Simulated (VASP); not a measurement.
Write the native input for VASP 6.6.1 that does the following.

```yaml
Task: optical spectrum
Functional: LDA
Potentials_or_basis: VASP PAW LDA potentials, release 64 (Si)
Cutoff: 520 eV
k_mesh: 11 × 10 × 6
Occupations: gaussian, width 0.02 eV
Spin: no spin polarisation
Further_INCAR_settings: ALGO = Normal; EDIFF = 1e-07; NBANDS = 36
```

The structure of Si lies in POSCAR:

```
Si
1.0
    0.0000000000      0.0000000000      2.4663543900
    2.6205428100      0.0000000000      0.0000000000
    0.0000000000      4.5389133000      0.0000000000
Si
2
Direct
    0.8650043700      0.0204068500      0.9092805900
    0.1349956300      0.4795931500      0.5907194100
```

This isn't the form of Si at room conditions, which is diamond.

The cell isn't the ideal one: all atoms moved at random, sigma 0.4 Å a component.

The input as run:

INCAR

```
ALGO = Normal ; CSHIFT = 0.1
EDIFF = 1E-7 ; ENCUT = 520
ISIF = 2 ; ISMEAR = 0
LASPH = T ; LCHARG = F
LOPTICS = T ; LREAL = F
LWAVE = F ; NBANDS = 36
NEDOS = 2000 ; NELM = 60
PREC = Accurate ; SIGMA = 0.02
```

KPOINTS

```
k-points
0
Gamma
  11 10 6
```

Potentials or basis: VASP PAW LDA potentials, release 64 (Si).

Command:

```console
$ cat potpaw_LDA.64/Si/POTCAR > POTCAR
$ mpirun -np 1 vasp_std > vasp.out
```

Results of the run:

```json
{
 "Pressure": "37.6 GPa",
 "Largest force": "7.718 eV/Å",
 "Band gap on the k mesh": "none (metal or under the smearing width)"
}
```

Caveat: a pressure of tens of GPa on the cell as given is suspect, and the run, the potentials or the cell itself is likely at fault; spectra need much finer meshes, so this one isn't converged; independent-particle spectra lack excitons; the intraband (Drude) part of a metal's response may be missing; forces of over 1 eV/Å show positions far from the minimum, so gaps and moduli don't describe the material at rest.

Run time: 99 s on 1 thread of Intel(R) Xeon(R) 6975P-C (Granite Rapids), on a shared host, peak memory 0.41 GiB.
